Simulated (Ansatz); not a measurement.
**ZrO2: excitons and shallow donors from band masses and screening**

Method: Ansatz 0.2.0, DFT PBE, scalar-relativistic, plane waves, PAW.

Cutoff 420 eV; k points 6×6×6 on the computed 6-atom cell (Γ-centred); Gaussian smearing, width 0.02 eV; no spin polarisation.

Relaxed cell: P4_2/nmc, a = 3.621 Å, b = 3.621 Å, c = 5.282 Å, α = 90.00°, β = 90.00°, γ = 90.00°, 6 atoms in the primitive cell. This form isn't the usual stable structure of the compound.

The calculation gives a Kohn–Sham gap of 4.03 eV, an electron mass of 0.811 mₑ and a hole mass of 1.52 mₑ (harmonic means over x, y, z and over the bands degenerate at each edge), and ε∞ = 5.63 (independent particles, mean of the diagonal). Masses and screening differ among the axes, which the isotropic model averages.

Q: Estimate the binding energy and radius of a Wannier–Mott exciton and of a shallow donor, and say whether the hydrogenic model can hold.

A: The reduced mass is μ = mₙmₕ/(mₙ + mₕ) = 0.529 mₑ, with mₙ and mₕ the band masses. With E_b = 13.606 eV × μ/ε² and a = 0.529 Å × ε/μ (μ in mₑ) the exciton has E_b = 227 meV and a = 5.6 Å. For a donor μ is the electron mass: 348 meV and 3.7 Å. The radius isn't large against the shortest lattice vector (3.62 Å), so the continuum picture is doubtful and the numbers are only a scale. In a polar crystal the ions screen too, so a state bound more weakly than an optical phonon feels the larger static constant, which lowers the energy and widens the orbit. The other way, the small Kohn–Sham gap and the missing local fields make ε∞ too large and the masses tend to be too light, which underbinds. The edges lie at different points of the zone, so the exciton is indirect.